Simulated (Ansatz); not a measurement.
# BaTiO3: the cost of one run

Method: DFT PBE, scalar-relativistic, plane waves, PAW, in Ansatz 0.2.0.

2 further runs of the same task are left out: 2 set aside as unsound or not needed.

### Step 1. The structure to begin with

It takes space group Amm2 (No. 38, orthorhombic). The conventional cell has a = 3.972 Å, b = 5.781 Å, c = 5.832 Å, α = 90.00°, β = 90.00°, γ = 90.00°. Ba (site symmetry mm2) has 12 O at 2.77 to 3.06 Å as nearest neighbours. Ti (site symmetry mm2) is surrounded by 4 O at 1.85 to 2.00 Å. O (site symmetry mm2) has 2 Ti at 2.00 Å and 3 Ba at 2.77 to 2.89 Å as nearest neighbours. Around O (site symmetry m) lie 1 Ti at 1.85 Å.

As a file:

```
CELL_PARAMETERS angstrom
3.97239 0.00000 0.00000
0.00000 2.89056 2.91590
0.00000 -2.89056 2.91590
ATOMIC_POSITIONS crystal
Ba 0.00000 0.01160 0.01160
Ti 0.50000 0.52781 0.52781
O 0.00000 0.48729 0.48729
O 0.50000 0.49316 0.97637
O 0.50000 0.97637 0.49316
```

It is the result of an earlier relaxation at this level (volume 13.39 Å³/atom; gap on the mesh: 2.39 eV).

### Step 2. Bands, states and charges

input.yaml

```yaml
crystal:
  lattice:
    - [3.9723905716, 0.0, 0.0]
    - [0.0, 2.8905577598, 2.9158992941]
    - [0.0, -2.8905577598, 2.9158992941]
  atoms:
    - { symbol: Ba, position: [0.0, 0.0115969521, 0.0115969521] }
    - { symbol: Ti, position: [0.5, 0.5278060064, 0.5278060064] }
    - { symbol: O, position: [0.0, 0.4872863765, 0.4872863765] }
    - { symbol: O, position: [0.5, 0.4931620084, 0.9763686566] }
    - { symbol: O, position: [0.5, 0.9763686566, 0.4931620084] }
basis:
  ecutwfc: 420
kpoints:
  mp_grid: { grid: [8, 8, 8] }
  band_path:
    path:
      - [[0.0, 0.0, 0.0], [0.0, 0.5, 0.5], [0.0, 0.50432652, 0.49567348]]
      - [[0.0, 0.49567348, -0.49567348], [0.0, 0.0, 0.0], [0.5, 0.0, 0.0], [0.5, 0.49567348, -0.49567348]]
      - [[0.5, 0.50432652, 0.49567348], [0.5, 0.5, 0.5], [0.0, 0.5, 0.5]]
      - [[0.0, 0.0, 0.0], [0.0, 0.5, 0.0], [0.5, 0.5, 0.0], [0.5, 0.0, 0.0], [0.5, 0.5, 0.5]]
    npoints: 14
hamiltonian:
  xc: pbe
scf:
  occupations: { method: gaussian, width: 0.02 }
  n_extra_bands: 12
output:
  forces: true
  stress: true
  eigenvalues: true
  populations: true
  dos: { projected: true, de: 0.02, nscf_kmesh: { grid: [12, 12, 12] } }
  bader: true
  write_density: true
  write_potential: true
  elf: true
  volumetric_format: npy
```

On the command line:

```sh
ansatz run input.yaml --threads 1 --pin off --max-ram 2560MiB --backend cpu --events-out ev --progress --plain --runs-dir out
```

Q: Estimate wall time and peak memory on 1 thread of Intel Xeon Platinum 8488C (Sapphire Rapids), shared host.

About 2.3 min, with a peak of 0.69 GiB.
